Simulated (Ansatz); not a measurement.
# Y2ScTa3O12: the cost of one run

Program: Ansatz 0.2.0. Level of theory: DFT r2SCAN, scalar-relativistic, plane waves, PAW. These are calculated values, not measurements.

### 1 The system as given

The cell holds 18 atoms (O12ScTa3Y2): a = 6.520 Å, b = 6.520 Å, c = 6.520 Å, α = 80.41°, β = 70.53°, γ = 60.00°.

The sites of an ideal fluorite lattice, at a guessed lattice constant, take 1 Sc, 3 Ta, 2 Y; 12 O (sublattices apart by semicolons), with a shake of 0.02 Å. Warren-Cowley parameters of the first shell (negative: unlike neighbours preferred): Sc-Ta -0.17, Sc-Y -0.25, Ta-Y -0.25. In a cell this small the draw can fall short of the order aimed at.

The coordinates stand in the first input below.

### 2 Relaxation without symmetry, coarse mesh

Cell and atoms move without symmetry, on a coarse mesh with loose thresholds.

Input file input.yaml:

```yaml
crystal:
  lattice:
    - [5.32393928, 2.66196964, -2.66196964]
    - [2.66196964, 5.32393928, 2.66196964]
    - [5.32393928, -2.66196964, 2.66196964]
  atoms:
    - { symbol: O, position: [0.459670571, 0.3362763342, 0.6203088202] }
    - { symbol: O, position: [0.7957453701, 0.6618836977, 0.6264294721] }
    - { symbol: O, position: [0.9567239644, 0.3320224915, 0.1213978844] }
    - { symbol: O, position: [0.2965151979, 0.6636902344, 0.123052143] }
    - { symbol: O, position: [0.6248815087, 0.9978715754, 0.1276227086] }
    - { symbol: O, position: [0.1205214815, 0.0013941387, 0.6257248287] }
    - { symbol: O, position: [0.3674095086, 0.0017332993, 0.8768353615] }
    - { symbol: O, position: [0.7133023219, 0.3319876613, 0.8751688588] }
    - { symbol: O, position: [0.8806939965, 0.9983000745, 0.3717219855] }
    - { symbol: O, position: [0.201511711, 0.3393777218, 0.3739051424] }
    - { symbol: O, position: [0.5372577016, 0.6683392901, 0.3766487127] }
    - { symbol: O, position: [0.0418231543, 0.6628909599, 0.8725815173] }
    - { symbol: Sc, position: [0.6697023332, 0.6632212039, 0.0023665981] }
    - { symbol: "Y", position: [0.5075402918, 0.9936558188, 0.499603775] }
    - { symbol: "Y", position: [0.0058725179, 0.0002911452, 0.9996395775] }
    - { symbol: Ta, position: [0.8349774548, 0.3333422796, 0.4993487101] }
    - { symbol: Ta, position: [0.3306534537, 0.3355014855, 0.0007258643] }
    - { symbol: Ta, position: [0.166387853, 0.6674572541, 0.5049142931] }
  symmetry: { detect: false }
basis:
  ecutwfc: 500
kpoints:
  mp_grid: { grid: [2, 2, 1], shift: [0.5, 0.5, 0.0] }
hamiltonian:
  xc: r2scan
scf:
  occupations: { method: gaussian, width: 0.1 }
  lower_state_search: "off"
output:
  forces: true
  stress: true
  eigenvalues: true
relax:
  adjacent_minimum: "off"
  f_tol: 0.04
  max_steps: 50
  cell: { stress_tol: 0.3 }
```

Launch:

```
> ansatz run input.yaml --threads 4 --pin off --max-ram 9216MiB --backend cpu --events-out ev --progress --plain --runs-dir out
```

Q: Estimate wall time and peak memory on 4 threads of Intel Xeon Platinum 8259CL at 2.50GHz (Skylake/Cascade Lake), shared host.

About 3.3 min, with a peak of 1.1 GiB.
